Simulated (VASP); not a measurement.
A run of VASP 6.6.1 is set up as follows.

Contents of INCAR:

```
PREC     = Accurate       # precision mode
ENCUT    = 600            # plane-wave cutoff, eV
EDIFF    = 1E-6           # SCF threshold, eV
ISMEAR   = 1              # smearing method
SIGMA    = 0.1            # smearing width, eV
LREAL    = F              # projectors in reciprocal space
LASPH    = T              # aspherical terms in the spheres
NELM     = 80             # most SCF steps
ALGO     = Normal         # electronic algorithm
ISIF     = 3              # what is computed and relaxed
LWAVE    = F              # write WAVECAR
LCHARG   = F              # write CHGCAR
GGA      = PS             # functional
IBRION   = 2              # ionic algorithm
NSW      = 90             # ionic steps
EDIFFG   = -0.01          # ionic threshold
```

File KPOINTS:

```
Automatic mesh
0
Gamma
  12 12 12
```

Contents of POSCAR:

```
As
1.0
    1.8807968987      1.0858785957      3.5140619945
   -1.8807968987      1.0858785957      3.5140619945
    0.0000000000     -2.1717571915      3.5140619945
As
2
Direct
    0.7740000000      0.7740000000      0.7740000000
    0.2260000000      0.2260000000      0.2260000000
```

Potentials or basis: VASP PAW PBE potentials, release 64 (As).

Launch:

```sh
$ cat potpaw_PBE.64/As/POTCAR > POTCAR
$ mpirun -np 1 vasp_std > vasp.out
```

What does it give for the relaxed volume?

20.89 Å³/atom.

What does it give for the space group after relaxing (to 0.05 Å)?

R-3m (No. 166).

Final structure:
```cif
data_structure
_symmetry_space_group_name_H-M 'P 1'
_symmetry_Int_Tables_number 1
_cell_length_a 4.0086
_cell_length_b 4.0086
_cell_length_c 4.0086
_cell_angle_alpha 56.415
_cell_angle_beta 56.415
_cell_angle_gamma 56.415
_cell_volume 41.77
loop_
_atom_site_label
_atom_site_type_symbol
_atom_site_fract_x
_atom_site_fract_y
_atom_site_fract_z
_atom_site_occupancy
As1 As 0.76946 0.76946 0.76946 1
As2 As 0.23054 0.23054 0.23054 1
```

Caveat: the PAW data sets were made with another functional, which shifts forces and pressure a little.
